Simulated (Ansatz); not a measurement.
## ZrIn4Si in Ansatz, relaxation

The command:

```bash
ansatz run input.yaml --threads 2 --pin off --max-ram 3584MiB --backend cpu --events-out ev --progress --plain --runs-dir out
```

The input file (Ansatz 0.2.0, plane waves):

```yaml
crystal:
  lattice:
    - [-4.278699, 4.278699, 3.869395]
    - [4.278699, -4.278699, 3.869395]
    - [4.278699, 4.278699, -3.869395]
  atoms:
    - { symbol: Si, position: [0.375, 0.625, 0.75] }
    - { symbol: Si, position: [0.625, 0.375, 0.25] }
    - { symbol: Zr, position: [0.875, 0.125, 0.75] }
    - { symbol: Zr, position: [0.125, 0.875, 0.25] }
    - { symbol: In, position: [0.2619, 0.1959, 0.066] }
    - { symbol: In, position: [0.1959, 0.6299, 0.934] }
    - { symbol: In, position: [0.6299, 0.1959, 0.434] }
    - { symbol: In, position: [0.1959, 0.2619, 0.566] }
    - { symbol: In, position: [0.7381, 0.8041, 0.934] }
    - { symbol: In, position: [0.8041, 0.7381, 0.434] }
    - { symbol: In, position: [0.3701, 0.8041, 0.566] }
    - { symbol: In, position: [0.8041, 0.3701, 0.066] }
  symmetry: { tolerance: 0.0003 }
kpoints:
  mp_grid: { grid: [5, 5, 5], shift: [0, 0, 0] }
magnetization:
  spin_polarized: false
scf:
  occupations: { method: fermi_dirac }
  lower_state_search: "off"
hamiltonian:
  pseudopotentials: { kind: paw }
  xc: r2scan
basis:
  ecutwfc: 500
  fft_grid_basis: typed
relax:
  max_steps: 80
  cell: { p_target: 0.0 }
  f_tol: 0.03
output:
  forces: true
  stress: true
  eigenvalues: true
  bader: true
  populations: true
  elf: true
  write_potential: true
  volumetric_format: npy
  dos:
    e_range: [-12, 8]
    de: 0.05
    projected: { site_lists: { In: [In], Si: [Si], Zr: [Zr] } }
checkpoint:
  read: saved_state
```

Origin of the cell: a known structure type with other elements, at an estimated volume, so it need not be a known compound.

The smearing width isn't typed, so it takes its default of 0.1 eV.

The saved state is a converged single point of the same cell.

Steps («new basis» is an SCF on plane waves selected anew at the same cell):

```tsv
step	ΔF (meV/atom)	max force component (eV/Å)	P (GPa)	volume (Å³)	SCF iterations	step was
1	0.0	5.203	31.43	283.35	7	accepted
2	-753.3	1.104	12.29	320.79	9	accepted
3	-915.3	0.961	3.95	359.73	8	accepted
4	-993.3	0.467	0.68	378.17	8	accepted
5	-1053.1	0.302	-0.82	384.03	8	accepted
6	-1086.6	0.499	-1.14	380.36	7	accepted
7	-1131.6	0.041	-0.46	363.65	7	accepted
8	-1154.2	0.199	0.37	350.81	7	accepted
9	-1185.6	0.402	1.00	339.49	7	accepted
10	-1212.7	0.515	2.45	327.56	7	accepted
11	-1224.4	0.175	0.28	337.74	7	accepted
12	-1226.4	0.037	-0.16	340.32	7	accepted
13	-1226.6	0.002	0.01	339.34	6	accepted
14	-1234.1	0.005	0.37	339.34	8	new basis
15	-1234.5	0.016	0.01	341.91	5	accepted
16	-1234.5	0.016	0.01	341.91	6	new basis
```

Before:

Space group I4_1/amd (No. 141); the run's cell has a = 7.182 Å, b = 7.182 Å, c = 7.182 Å, α = 106.87°, β = 106.87°, γ = 114.81°. Shortest distances: In–Si 2.10 Å, In–Zr 2.76 Å, In–In 3.15 Å.

The relaxed structure.

Space group I4_1/amd (No. 141); the run's cell has a = 8.194 Å, b = 8.194 Å, c = 8.194 Å, α = 97.27°, β = 97.27°, γ = 138.31°. Shortest distances: In–Si 2.65 Å, In–In 2.85 Å, Si–Zr 2.92 Å, In–Zr 2.96 Å.

```
CELL_PARAMETERS angstrom
-5.41455 5.41455 2.91558
5.41455 -5.41455 2.91558
5.41455 5.41455 -2.91558
ATOMIC_POSITIONS crystal
Si 0.37500 0.62500 0.75000
Si 0.62500 0.37500 0.25000
Zr 0.87500 0.12500 0.75000
Zr 0.12500 0.87500 0.25000
In 0.25887 0.24277 0.01611
In 0.24277 0.72666 0.98389
In 0.72666 0.24277 0.48389
In 0.24277 0.25887 0.51611
In 0.74113 0.75723 0.98389
In 0.75723 0.74113 0.48389
In 0.27334 0.75723 0.51611
In 0.75723 0.27334 0.01611
```

```
Free energy lowered by  : 1234.5 meV/atom
Volume change           : 20.67 %
Final pressure          : 0.01 GPa
Relaxation steps listed : 16
```

Caveats: no moments, though an odd count or open d shells may carry them; the given cell is far from equilibrium, with atoms too close or a volume far off; the relaxation held the start's symmetry, so the end may be a saddle point.

Time: 12 min on 2 threads of Arm Neoverse V1, with other jobs on the host, peak memory 1.9 GiB, from a saved density.
